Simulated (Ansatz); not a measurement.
# BAs (F-43m): equation of state

One table from this session's results is given with a row withheld; the runs are named, their logs left out.

Program: Ansatz 0.2.0. Level of theory: DFT PBE, scalar-relativistic, plane waves, PAW. These are calculated values, not measurements.

2 further runs of the same task are left out: 1 that didn't finish, 1 set aside as unsound or not needed. Runs told in other sessions of the task aren't counted.

**The system as given**

The structure is cubic, space group F-43m (No. 216). The conventional cell has a = 4.808 Å, b = 4.808 Å, c = 4.808 Å, α = 90.00°, β = 90.00°, γ = 90.00°. Around B (site symmetry -43m) lie 4 As at 2.08 Å. Around As (site symmetry -43m) lie 4 B at 2.08 Å.

As a file:

```
B As
1.0
     0.00000    2.40376    2.40376
     2.40376    0.00000    2.40376
     2.40376    2.40376    0.00000
B As
1 1
Direct
  0.00000 0.00000 0.00000
  0.75000 0.75000 0.75000
```

This cell comes from an earlier session at PBE: 13.889 Å³/atom at 0.15 GPa, on a 12×12×12 mesh.

Volume factors to run: 0.980, 1.020, 0.960, 1.040.

The first run:

Contents of input.yaml:

```yaml
crystal:
  lattice:
    - [0.0, 2.3876220575, 2.3876220575]
    - [2.3876220575, 0.0, 2.3876220575]
    - [2.3876220575, 2.3876220575, 0.0]
  atoms:
    - { symbol: B, position: [0.0, 0.0, 0.0] }
    - { symbol: As, position: [0.75, 0.75, 0.75] }
basis:
  ecutwfc: 420
  ecutrho_ratio: 4
kpoints:
  mp_grid: { grid: [12, 12, 12] }
hamiltonian:
  xc: pbe
scf:
  occupations: { method: gaussian, width: 0.05 }
output:
  forces: true
  stress: true
  eigenvalues: true
```

The run is started by

```sh
$ ansatz run input.yaml --threads 4 --pin off --max-ram 7168MiB --backend cpu --events-out ev --progress --plain --runs-dir out
```

Steps of the session up to this table: Volume × 0.980; Volume × 1.020; Volume × 0.960; Scaling the volume by 1.040.

One table of the session follows, with a row left open; its other results are not shown here.

It belongs to the step «The fit». 

```
volume (Å³/atom)  energy (meV/atom)  pressure (GPa)  gap (eV)
          13.333              10.33            6.01      1.17
          13.611                  ?               ?         ?
          13.889               0.00            0.15      1.21
          14.167               1.96           -2.36      1.23
          14.445               8.05           -4.63      1.25
```

Q: Estimate the row for volume (Å³/atom) = 13.611 from the others.

Worked estimate for «energy (meV/atom)». A straight line through the neighbours (13.333, 10.33) and (13.889, 0.00) gives 10.33 + (0.00 − 10.33) × (13.611 − 13.333) / (13.889 − 13.333) = 5.16; a parabola fitted to 3 rows on both sides gives 2.79.

**Answer.** energy (meV/atom): 2.63; pressure (GPa): 2.93; gap (eV): 1.19. In «energy (meV/atom)» the line misses by +2.53 and the parabola by +0.16.
